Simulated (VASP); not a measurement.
# KBr: convergence, energy along a vibration (SMASS = -2)

KBr, Fm-3m (no. 225), atoms displaced along the mode, 2 atoms in the cell. PBE, energy along a line of displacements; PAW potentials Br, K_pv (PBE set). VASP 6.6.1.

Wanted: harmonic frequency within 1 %.

Space group without the displacement: Fm-3m (no. 225); Mode: optical mode at Gamma along x.

POSCAR of the starting run:
```
KBr
1.0
    0.0000000000      3.3000000000      3.3000000000
    3.3000000000      0.0000000000      3.3000000000
    3.3000000000      3.3000000000      0.0000000000
Br K
1 1
Direct
    0.5039824339      0.4960175661      0.4960175661
   -0.0081387783      0.0081387783      0.0081387783

    0.0065710159   0.0000000000   0.0000000000
   -0.0134289841   0.0000000000   0.0000000000
```

The series start from k mesh: 4 × 4 × 4; Cutoff (eV): 280; Step along the mode (Å): 0.02; Electronic threshold (eV): 1e-7. Each series keeps the choices made before it, and each single choice may use up half of a tolerance.

## k mesh

| k mesh | Harmonic frequency (THz) | Time (s) |
|---|---|---|
| 2 × 2 × 2 | 3.325 | 35 |
| 3 × 3 × 3 | 3.499 | 46 |
| 4 × 4 × 4 | 3.51 | 58 |
| 5 × 5 × 5 | 3.511 | 100 |
| 6 × 6 × 6 (reference) | 3.511 | 148 |

Chosen: 3 × 3 × 3, the loosest value from which every tighter one stays within half of the tolerance.

## Cutoff (eV)

| Cutoff (eV) | Harmonic frequency (THz) | Time (s) |
|---|---|---|
| 160 | 3.542 | 16 |
| 190 | 3.528 | 22 |
| 220 | 3.525 | 17 |
| 250 | 3.508 | 23 |
| 280 | 3.499 | 46 |
| 330 (reference) | 3.498 | 47 |

Chosen: 250.

## Electronic threshold (eV)

| Electronic threshold (eV) | Harmonic frequency (THz) | Time (s) |
|---|---|---|
| 0.001 | 3.498 | 13 |
| 0.0001 | 3.503 | 25 |
| 1e-5 | 3.503 | 21 |
| 1e-6 | 3.503 | 31 |
| 1e-7 | 3.503 | 26 |
| 1e-8 (reference) | 3.503 | 45 |

Chosen: 0.001.

Also changed on the way, by series that aren't shown: Step along the mode (Å): 0.08.

## All choices together

| Input | Harmonic frequency (THz) | Time (s) |
|---|---|---|
| defaults on a coarse mesh (naive) | 3.555 | 6.8 |
| chosen settings | 3.498 | 13 |
| reference settings throughout | 3.51 | 201 |

The tolerance is met.

## The input

INCAR:
```
ALGO     = Normal         # electronic algorithm
EDIFF    = 0.001          # SCF threshold, eV
ENCUT    = 250            # plane-wave cutoff, eV
GGA      = PE             # functional
IBRION   = 0              # ionic algorithm
ISMEAR   = 0              # smearing method
ISYM     = 0            
IWAVPR   = 11           
KPAR     = 2            
LASPH    = True           # aspherical terms in the spheres
LCHARG   = False          # write CHGCAR
LREAL    = False          # projectors in reciprocal space
LWAVE    = False          # write WAVECAR
NELMIN   = 4            
NSW      = 9              # ionic steps
POTIM    = 1              # step
PREC     = Accurate       # precision mode
SIGMA    = 0.03           # smearing width, eV
SMASS    = -2            
```

KPOINTS:
```
Automatic mesh
0
Gamma
  3 3 3
  0 0 0
```

POSCAR:
```
KBr
1.0
    0.0000000000      3.3000000000      3.3000000000
    3.3000000000      0.0000000000      3.3000000000
    3.3000000000      3.3000000000      0.0000000000
Br K
1 1
Direct
    0.5159297354      0.4840702646      0.4840702646
   -0.0325551131      0.0325551131      0.0325551131

    0.0262840634   0.0000000000   0.0000000000
   -0.0537159366   0.0000000000   0.0000000000
```

Commands:
```
cat potpaw_PBE.64/Br/POTCAR potpaw_PBE.64/K_pv/POTCAR > POTCAR
mpirun -np 2 vasp_std > vasp.out
```

Limits: NELMIN = 4 forces that many electronic steps, so a loose EDIFF looks better here than it is.

The chosen input took VASP 6.6.1 13 s on 2 cores (Intel Xeon Platinum 8375C @ 2.90GHz (Ice Lake)), a shared host.
